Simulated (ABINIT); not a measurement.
Crystal: KCl (Sylvite).

```
K Cl
1.0
     0.00000    3.14647    3.14647
     3.14647    0.00000    3.14647
     3.14647    3.14647    0.00000
K Cl
1 1
Direct
  0.00000 0.00000 0.00000
  0.50000 0.50000 0.50000
```

Program: ABINIT 10.8.3 (patched build). Alike in all runs: task single point; potentials or basis SPMS NC PBE v1.0; no spin polarisation; cell as given; k mesh 6 × 6 × 6; cutoff (eV) 490; smearing fixed.

Q: Order these runs on this cell by their band gap on the k mesh, lowest first.
A. level PBEsol
B. level HSE06; most SCF steps 60
C. level PBE0; most SCF steps 60
D. level PBE

A: A (5.02 eV), D (5.19 eV), B (6.46 eV), C (7.23 eV).

Caveats: Libxc's HSE differs a little from that of other programs (some runs).
